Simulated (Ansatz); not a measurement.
## Straining MoS2

These are results of Ansatz 0.2.0, DFT PBEsol, scalar-relativistic, plane waves, PAW, not measurements. Settings: 420 eV cutoff, 12×12×2 k-mesh, Gaussian smearing of 0.02 eV, no spin polarisation.

Reference structure (relaxed):

```xyz
6
Lattice="3.1414 0.0000 0.0000 -1.5707 2.7205 0.0000 0.0000 0.0000 12.5851" Properties=species:S:1:pos:R:3 pbc="T T T"
Mo    1.5707    0.9068    3.1463
Mo    0.0000    1.8137    9.4388
S     1.5707    0.9068    7.8798
S     0.0000    1.8137    4.7053
S     1.5707    0.9068   10.9979
S     0.0000    1.8137    1.5872
```

Deformation: biaxial strain in the a-b plane, with the length and tilt of c and the atoms relaxed, all within the symmetry that the strain leaves. Energies are extrapolated to zero smearing. Gaps are Kohn–Sham gaps over the whole zone.

| strain (%) | ΔE (meV/atom) | a (Å) | b (Å) | c (Å) | gap (eV) |
| --- | --- | --- | --- | --- | --- |
| -6.0 | 125.5 | 2.953 | 2.953 | 12.947 | 1.04 |
| -4.0 | 53.5 | 3.016 | 3.016 | 12.816 | 1.19 |
| -2.0 | 12.8 | 3.079 | 3.079 | 12.699 | 1.07 |
| +0.0 | 0.0 | 3.141 | 3.141 | 12.585 | 0.97 |
| +2.0 | 11.9 | 3.204 | 3.204 | 12.476 | 0.77 |
| +4.0 | 45.8 | 3.267 | 3.267 | 12.378 | 0.40 |
| +6.0 | 99.3 | 3.330 | 3.330 | 12.284 | 0.09 |

Problem. What stiffness (1/V) d²E/dε² at zero strain does a cubic fit over all points give?

Solution. A cubic fit gives (1/V) d²E/dε² = 558 GPa at zero strain (twice the biaxial modulus).

Problem. How does the free axis c answer a small strain?

Solution. Between the innermost points its strain is -0.44 times the applied one.

Problem. How fast does the gap move with strain on either side?

Solution. -48 meV per percent on the compressed side and -99 meV per percent on the stretched side; it is indirect at -2.0 %, indirect at zero and indirect at +2.0 %.